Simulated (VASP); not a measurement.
# CdTe (F-43m) in VASP: a series of runs

The runs below take CdTe through single point, relaxation of cell and atoms, with PBEsol, RPBE.

All numbers are computed with VASP 6.6.1; they aren't measurements. Logs are shortened: lines on timing, memory, paths and dates and some standing lists are left out, and cuts for length are marked.

**Measured values to compare with.**

From a printed reference work, data compilation, for a bulk crystal of CdTe at 0 K: band gap 1.607 eV.

The results are compared with them further down.

## 1. The structure

Symmetry: F-43m, No. 216, cubic system. Conventional cell: a = 6.564 Å, b = 6.564 Å, c = 6.564 Å, α = 90.00°, β = 90.00°, γ = 90.00°. Cd (site symmetry -43m) is surrounded by 4 Te at 2.84 Å. Around Te (site symmetry -43m) lie 4 Cd at 2.84 Å.

The cell is a database's computed one.

## 2. Single point, PBEsol

INCAR

```
ALGO = Normal ; EDIFF = 1E-6
ENCUT = 520 ; GGA = PS
ISIF = 2 ; ISMEAR = 0
LASPH = T ; LCHARG = F
LREAL = F ; LWAVE = F
NBANDS = 16 ; NELM = 80
PREC = Accurate ; SIGMA = 0.02
```

KPOINTS

```
k-points
0
Gamma
  10 10 10
```

POSCAR

```
CdTe
1.0
    0.0000000000      3.2821135600      3.2821135600
    3.2821135600      0.0000000000      3.2821135600
    3.2821135600      3.2821135600      0.0000000000
Cd Te
1 1
Direct
    0.0000000000      0.0000000000      0.0000000000
    0.7500000000      0.7500000000      0.7500000000
```

Potentials or basis: VASP PAW PBE potentials, release 64 (Cd, Te).

Launch:

```console
cat potpaw_PBE.64/Cd/POTCAR potpaw_PBE.64/Te/POTCAR > POTCAR
mpirun -np 1 vasp_std > vasp.out
```

OUTCAR:

```text
EDIFF = 1E-6
   ENCUT = 520
   GGA = PS
   ISIF = 2
   ISMEAR = 0
   LASPH = T
   LREAL = F
   NELM = 80
   PREC = Accurate

 ion  position               nearest neighbor table
   1  0.000  0.000  0.000-   2 2.84   2 2.84   2 2.84   2 2.84
   2  0.750  0.750  0.750-   1 2.84   1 2.84   1 2.84   1 2.84

  LATTYP: Found a face centered cubic cell.
 ALAT       =     6.5642271200

  Lattice vectors:

 A1 = (   0.0000000000,   3.2821135600,   3.2821135600)
 A2 = (   3.2821135600,   0.0000000000,   3.2821135600)
 A3 = (   3.2821135600,   3.2821135600,   0.0000000000)

Analysis of symmetry for initial positions (statically):
=====================================================================
 Subroutine PRICEL returns:
 Original cell was already a primitive cell.

 Routine SETGRP: Setting up the symmetry group for a
 face centered cubic supercell.

 Subroutine GETGRP returns: Found 24 space group operations
 (whereof 24 operations were pure point group operations)
 out of a pool of 48 trial point group operations.

The static configuration has the point symmetry T_d .

Analysis of symmetry for dynamics (positions and initial velocities):
=====================================================================
 Subroutine PRICEL returns:
 Original cell was already a primitive cell.

 Routine SETGRP: Setting up the symmetry group for a
 face centered cubic supercell.

 Subroutine GETGRP returns: Found 24 space group operations
 (whereof 24 operations were pure point group operations)
 out of a pool of 48 trial point group operations.

The dynamic configuration has the point symmetry T_d .

 Subroutine INISYM returns: Found 24 space group operations
 (whereof 24 operations are pure point group operations),
 and found     1 'primitive' translations

----------------------------------------------------------------------------------------

                                     Primitive cell

  volume of cell :      70.7116

  direct lattice vectors                    reciprocal lattice vectors
     0.000000000  3.282113560  3.282113560    -0.152340859  0.152340859  0.152340859
     3.282113560  0.000000000  3.282113560     0.152340859 -0.152340859  0.152340859
     3.282113560  3.282113560  0.000000000     0.152340859  0.152340859 -0.152340859

  length of vectors
     4.641609510  4.641609510  4.641609510     0.263862108  0.263862108  0.263862108

  position of ions in fractional coordinates (direct lattice)
     0.000000000  0.000000000  0.000000000
     0.750000000  0.750000000  0.750000000

  ion indices of the primitive-cell ions
   primitive index   ion index
                 1           1
                 2           2

----------------------------------------------------------------------------------------

 KPOINTS: k-points

Automatic generation of k-mesh.
 Grid dimensions read from file:
 generate k-points for:   10   10   10

 Generating k-lattice:

  Cartesian coordinates                     Fractional coordinates (reciprocal lattice)
    -0.015234086  0.015234086  0.015234086     0.100000000  0.000000000  0.000000000
     0.015234086 -0.015234086  0.015234086     0.000000000  0.100000000  0.000000000
     0.015234086  0.015234086 -0.015234086     0.000000000  0.000000000  0.100000000

  Length of vectors
     0.026386211  0.026386211  0.026386211

  Shift w.r.t. Gamma in fractional coordinates (k-lattice)
     0.000000000  0.000000000  0.000000000

 Subroutine IBZKPT returns following result:
 ===========================================

 Found     47 irreducible k-points:

 Following reciprocal coordinates:
            Coordinates               Weight
  0.000000  0.000000  0.000000      1.000000
  0.100000  0.000000  0.000000      8.000000
  0.200000  0.000000  0.000000      8.000000
  0.300000  0.000000  0.000000      8.000000
  0.400000  0.000000  0.000000      8.000000
  0.500000  0.000000  0.000000      4.000000
[... 16 lines left out ...]
  0.300000  0.300000  0.000000      6.000000
  0.400000  0.300000  0.000000     24.000000
 [... further k-points ...]
   k-points           NKPTS =     47   k-points in BZ     NKDIM =     47   number of bands    NBANDS=     16
   number of dos      NEDOS =    301   number of ions     NIONS =      2
   total plane-waves  NPLWV =  46656
   dimension x,y,z NGX =    36 NGY =   36 NGZ =   36
   dimension x,y,z NGXF=    72 NGYF=   72 NGZF=   72
   ions per type =               1   1
   NGX,Y,Z   is equivalent  to a cutoff of  12.89, 12.89, 12.89 a.u.
   NGXF,Y,Z  is equivalent  to a cutoff of  25.79, 25.79, 25.79 a.u.
 SYSTEM =  unknown system
   PREC   = accura    normal or accurate (medium, high low for compatibility)
   ISTART =      0    job   : 0-new  1-cont  2-samecut
   ICHARG =      2    charge: 1-file 2-atom 10-const
   ISPIN  =      1    spin polarized calculation?
   LNONCOLLINEAR =      F non collinear calculations
   LSORBIT =      F    spin-orbit coupling
   LASPH  =      T    aspherical Exc in radial PAW
   ENCUT  =  520.0 eV  38.22 Ry    6.18 a.u.   8.63  8.63  8.63*2*pi/ulx,y,z
   NELM   =     80;   NELMIN=  2; NELMDL= -5     # of ELM steps
   EDIFF  = 0.1E-05   stopping-criterion for ELM
   LREAL  =      F    real-space projection
   EDIFFG = 0.1E-04   stopping-criterion for IOM
   NSW    =      0    number of steps for IOM
   IBRION =     -1    ionic relax: 0-MD 1-quasi-New 2-CG
   NFREE  =      0    steps in history (QN), initial steepest desc. (CG)
   ISIF   =      2    stress and relaxation
   ISYM   =      2    0-nonsym 1-usesym 2-fastsym
   POTIM  = 0.5000    time-step for ionic-motion
   TEBEG  =    0.0;   TEEND  =   0.0 temperature during run
   PSTRESS=    0.0 pullay stress
   NELECT =      18.0000    total number of electrons
   NUPDOWN=      -1.0000    fix difference up-down
   EMIN   =  10.00;   EMAX   =-10.00  energy-range for DOS
   EFERMI =   0.00;   METHOD = LEGACY
   ISMEAR =     0;   SIGMA  =   0.02  broadening in eV -4-tet -1-fermi 0-gaus
   EFERMI_NEDOS =   21; number of points for ismear=-14 and -15
   IALGO  =     38    algorithm
   IMIX   =      4    mixing-type and parameters
     AMIX     =   0.40;   BMIX     =  1.00
     AMIX_MAG =   1.60;   BMIX_MAG =  1.00
  volume/ion in A,a.u.               =      35.36       238.59
  Fermi-wavevector in a.u.,A,eV,Ry     =   1.037533  1.960654 14.646338  1.076475
  Thomas-Fermi vector in A             =   2.171976
   LORBIT       =      0    0 simple, 1 ext, 2 COOP (PROOUT), +10 PAW based schemes
   GGA     = PS    functional components
   LHFCALC =     F    Hartree Fock is set to
   AEXX    =    0.0000 exact exchange contribution
   IVDW    =     0    specifies the selected vdW correction
   LEPSILON=     F    determine dielectric tensor
   LRPA    =     F    only Hartree local field effects (RPA)
 non-spin polarized calculation
 Gauss-broadening in eV      SIGMA  =   0.02
  energy-cutoff  :      520.00
  volume of cell :       70.71
 maximum number of plane-waves:      1924
   NGX = 17   NGY = 17   NGZ = 17

 number of electron      18.0000006 magnetization

 Free energy of the ion-electron system (eV)
  ---------------------------------------------------
  ext. energy  EPLUGINS =         0.00000000
  ---------------------------------------------------
  free energy    TOTEN  =        -5.48246835 eV

  energy without entropy =       -5.48246835  energy(sigma->0) =       -5.48246835

 E-fermi :   1.9865     XC(G=0):  -8.6127

 val. band max:        1.8711216205   @ k =   0.0000   0.0000   0.0000
 cond. band min:       2.4217490996   @ k =   0.0000   0.0000   0.0000
 fundamental gap:      0.5506274791
 Fermi energy:         1.9864508973

 k-point     1 :       0.0000    0.0000    0.0000
  band No.  band energies     occupation
      1      -9.1289      2.00000
      2      -6.2564      2.00000
      3      -6.2564      2.00000
      4      -6.2564      2.00000
      5      -6.0189      2.00000
      6      -6.0189      2.00000
[... 8 lines left out ...]
     15      11.1477      0.00000
     16      11.1477      0.00000

 k-point     2 :       0.1000    0.0000    0.0000
  band No.  band energies     occupation
      1      -9.0935      2.00000
      2      -6.2498      2.00000
      3      -6.2498      2.00000
      4      -6.2294      2.00000
      5      -6.0195      2.00000
      6      -6.0195      2.00000
[... 8 lines left out ...]
     15      10.5827      0.00000
     16      10.5827      0.00000

 k-point     3 :       0.2000    0.0000    0.0000
  band No.  band energies     occupation
      1      -9.0003      2.00000
      2      -6.2334      2.00000
      3      -6.2334      2.00000
      4      -6.1416      2.00000
      5      -6.0199      2.00000
      6      -6.0199      2.00000
[... 8 lines left out ...]
     15      10.2036      0.00000
     16      10.2036      0.00000

 k-point     4 :       0.3000    0.0000    0.0000
  band No.  band energies     occupation
      1      -8.8850      2.00000
      2      -6.2153      2.00000
      3      -6.2153      2.00000
      4      -6.0177      2.00000
      5      -6.0177      2.00000
      6      -5.9863      2.00000
[... 8 lines left out ...]
     15      10.4358      0.00000
     16      10.4358      0.00000
[... 324 lines left out ...]
 k-point    22 :      -0.2000    0.2000    0.0000
  band No.  band energies     occupation
      1      -8.8465      2.00000
      2      -6.2065      2.00000
      3      -6.1955      2.00000
      4      -6.0295      2.00000
      5      -6.0281      2.00000
      6      -5.9278      2.00000
[... 8 lines left out ...]
     15      11.2506      0.00000
     16      11.9122      0.00000

 k-point    23 :       0.3000    0.3000    0.0000
  band No.  band energies     occupation
      1      -8.8071      2.00000
      2      -6.1633      2.00000
      3      -6.1633      2.00000
      4      -6.0966      2.00000
      5      -6.0005      2.00000
      6      -5.9124      2.00000
[... 8 lines left out ...]
     15      11.8979      0.00000
     16      13.0769      0.00000

 k-point    24 :       0.4000    0.3000    0.0000
  band No.  band energies     occupation
      1      -8.7359      2.00000
      2      -6.1524      2.00000
      3      -6.1449      2.00000
      4      -6.0873      2.00000
      5      -5.9980      2.00000
      6      -5.7826      2.00000
[... 8 lines left out ...]
     15      12.2866      0.00000
     16      13.2908      0.00000

 [... further k-points ...]

------------------------ aborting loop because EDIFF is reached ----------------------------------------

  FORCE on cell =-STRESS in cart. coord.  units (eV):
  Direction    XX          YY          ZZ          XY          YZ          ZX
  --------------------------------------------------------------------------------------
  -------------------------------------------------------------------------------------
  Total       -0.5175121     -0.5175121     -0.5175121     -0.0000000     -0.0000000     -0.0000000
  in kB      -11.7257407    -11.7257407    -11.7257407     -0.0000000     -0.0000000     -0.0000000
  external PRESSURE =     -11.7257407 kB  Pullay stress =       0.0000000 kB

 VOLUME and BASIS-vectors are now :
 -----------------------------------------------------------------------------
  energy-cutoff  :      520.00
  volume of cell :       70.71
      direct lattice vectors                 reciprocal lattice vectors
     0.000000000  3.282113560  3.282113560    -0.152340859  0.152340859  0.152340859
     3.282113560  0.000000000  3.282113560     0.152340859 -0.152340859  0.152340859
     3.282113560  3.282113560  0.000000000     0.152340859  0.152340859 -0.152340859

 POSITION                                       TOTAL-FORCE (eV/Angst)
 -----------------------------------------------------------------------------------
      0.00000      0.00000      0.00000         0.000000     -0.000000     -0.000000
      4.92317      4.92317      4.92317         0.000000      0.000000      0.000000
 -----------------------------------------------------------------------------------
    total drift:                                0.000000      0.000000      0.000000

  FREE ENERGIE OF THE ION-ELECTRON SYSTEM (eV)
  ---------------------------------------------------
  free  energy   TOTEN  =        -5.4824683528 eV

  energy  without entropy=       -5.4824683528  energy(sigma->0) =       -5.48246835
```

Wall time 33 s (1 thread of AMD EPYC 9R14 (Zen 4), shared host); peak memory 0.2 GiB.

What came out:

```
Free energy            : -5.4825 eV
Pressure               : -1.2 GPa
Band gap on the k mesh : 0.55 eV, direct
```

Levels at points of the mesh, in eV from the valence-band top:
```tsv
k point	band 5	band 6	band 7	band 8	band 9	band 10	band 11	band 12	band 13	band 14
(0.00, 0.00, 0.00)	-7.89	-7.89	0.00	0.00	0.00	0.55	4.57	4.57	4.57	7.25
(0.50, 0.00, 0.00)	-7.88	-7.57	-4.26	-0.73	-0.73	1.70	5.14	5.14	6.90	8.38
(0.50, 0.50, 0.00)	-7.86	-7.45	-4.17	-1.76	-1.76	2.58	2.61	8.52	8.88	8.88
```

Caveat: the PAW data sets were made with another functional, which shifts forces and pressure a little; spin-orbit coupling is left out, which moves the levels of the heavy elements.

## 3. Relaxation of cell and atoms, PBEsol

INCAR

```
ALGO = Normal ; EDIFF = 1E-7
EDIFFG = -0.005 ; ENCUT = 580
GGA = PS ; IBRION = 2
ISIF = 3 ; ISMEAR = 0
LASPH = T ; LCHARG = F
LREAL = F ; LWAVE = F
NELM = 80 ; NSW = 90
PREC = Accurate ; SIGMA = 0.02
```

KPOINTS is that of step 2.

POSCAR is that of step 2.

Potentials or basis: VASP PAW PBE potentials, release 64 (Cd, Te).

Launch:

```console
cat potpaw_PBE.64/Cd/POTCAR potpaw_PBE.64/Te/POTCAR > POTCAR
mpirun -np 1 vasp_std > vasp.out
```

Wall time 62 s (1 thread of AMD EPYC 9R14 (Zen 4), shared host); peak memory 0.22 GiB.

Results (log left out):

```yaml
Free_energy: -5.4909 eV
Relaxed_volume: 34.26 Å³/atom
Relaxed_cell: a = 4.593 Å, b = 4.593 Å, c = 4.593 Å, α = 60.00°, β = 60.00°, γ = 60.00°
Space_group_after_relaxing_to_0.05_Å: F-43m (No. 216)
Energy_gained_by_relaxing: 4.3 meV/atom
Ionic_steps: 3
Pressure_after_relaxing: 0.0 GPa
Band_gap_on_the_k_mesh: 0.64 eV, direct
```

The path:
```tsv
step	energy change (eV)	largest force (eV/Å)	pressure (GPa)	volume (Å³)
1	0.0000	0.0000	-1.20	70.71
2	-0.0081	0.0000	0.30	68.03
3	-0.0085	0.0000	0.01	68.51
```

Final structure:
```yaml
crystal:
  lattice:
    - [0.00000, 3.24774, 3.24774]
    - [3.24774, 0.00000, 3.24774]
    - [3.24774, 3.24774, 0.00000]
  atoms:
    - { symbol: Cd, position: [0.00000, 0.00000, 0.00000] }
    - { symbol: Te, position: [0.75000, 0.75000, 0.75000] }
```

Levels at points of the mesh, in eV from the valence-band top:
| k point | band 5 | band 6 | band 7 | band 8 | band 9 | band 10 | band 11 | band 12 | band 13 |
| --- | --- | --- | --- | --- | --- | --- | --- | --- | --- |
| (0.00, 0.00, 0.00) | -7.97 | -7.97 | 0.00 | 0.00 | 0.00 | 0.64 | 4.55 | 4.55 | 4.55 |
| (0.50, 0.00, 0.00) | -7.96 | -7.63 | -4.44 | -0.77 | -0.77 | 1.73 | 5.13 | 5.13 | 6.93 |
| (0.50, 0.50, 0.00) | -7.94 | -7.50 | -4.32 | -1.86 | -1.86 | 2.51 | 2.60 | 8.69 | 9.04 |

Caveat: the PAW data sets were made with another functional, which shifts forces and pressure a little; spin-orbit coupling is left out, which moves the levels of the heavy elements.

## 4. Relaxation of cell and atoms, RPBE

INCAR

```
ALGO = Normal ; EDIFF = 1E-7
EDIFFG = -0.005 ; ENCUT = 600
GGA = RP ; IBRION = 2
ISIF = 3 ; ISMEAR = 0
LASPH = T ; LCHARG = F
LREAL = F ; LWAVE = F
NELM = 80 ; NSW = 90
PREC = Accurate ; SIGMA = 0.02
```

KPOINTS is that of step 3.

POSCAR is that of step 3.

Launch:

```console
cat potpaw_PBE.64/Cd/POTCAR potpaw_PBE.64/Te/POTCAR > POTCAR
mpirun -np 1 vasp_std > vasp.out
```

It took 1.7 min on 1 thread of AMD EPYC 9R14 (Zen 4), shared host; peak memory 0.24 GiB.

Results (log left out):

- Free energy: -4.1928 eV
- Relaxed volume: 37.97 Å³/atom
- Relaxed cell: a = 4.753 Å, b = 4.753 Å, c = 4.753 Å, α = 60.00°, β = 60.00°, γ = 60.00°
- Space group after relaxing (to 0.05 Å): F-43m (No. 216)
- Energy gained by relaxing: 19.6 meV/atom
- Ionic steps: 3
- Pressure after relaxing: 0.0 GPa
- Band gap on the k mesh: 0.59 eV, direct

The path:
```csv
step,energy change (eV),largest force (eV/Å),pressure (GPa),volume (Å³)
1,0.0000,0.0000,2.57,70.71
2,-0.0386,0.0000,-0.27,76.67
3,-0.0392,0.0000,0.01,75.95
```

Final structure:
```xyz
2
Lattice="0.0000 3.3612 3.3612 3.3612 0.0000 3.3612 3.3612 3.3612 0.0000" Properties=species:S:1:pos:R:3 pbc="T T T"
Cd    0.0000    0.0000    0.0000
Te    5.0418    5.0418    5.0418
```

Levels at points of the mesh, in eV from the valence-band top:
```
           k point  band 7  band 8  band 9  band 10  band 11  band 12
(0.00, 0.00, 0.00)    0.00    0.00    0.00     0.59     4.72     4.72
(0.50, 0.00, 0.00)   -3.79   -0.62   -0.62     1.82     5.29     5.29
(0.50, 0.50, 0.00)   -3.76   -1.50   -1.50     2.75     3.01     8.48
```

Caveat: the PAW data sets were made with another functional, which shifts forces and pressure a little; spin-orbit coupling is left out, which moves the levels of the heavy elements.

## 5. Overview

```tsv
task	level	cell	cutoff (eV)	gap on the mesh (eV)	pressure (GPa)	relaxed volume (Å³/atom)
single point	PBEsol	as given	520	0.55	-1.2	-
relaxation of cell and atoms	PBEsol	relaxed	580	0.64	0.0	34.26
relaxation of cell and atoms	RPBE	relaxed	600	0.59	0.0	37.97
```

Alike in all rows: potentials or basis VASP PAW PBE potentials, release 64 (Cd, Te); no spin polarisation; k mesh 10 × 10 × 10; smearing gaussian 0.02 eV.

Caveats: the PAW data sets were made with another functional, which shifts forces and pressure a little; spin-orbit coupling is left out, which moves the levels of the heavy elements.

Total energies depend on the potentials used, so only differences within one code and one set of settings carry meaning.

## 6. How close it comes

Step 2. Against the measured gap of CdTe, 1.607 eV (0 K; a printed reference work, data compilation), the calculated 0.55 eV is off by -1.06 eV. So large a miss can be the level of theory's own, or it may mean another phase, state or a wrong row. Spin-orbit coupling on Cd, Te is left out. The value is that of PBEsol, without temperature or zero-point motion. Semilocal functionals fall short of measured gaps as a rule. The cell is a database's relaxed one, not the measured one, which moves gaps too.
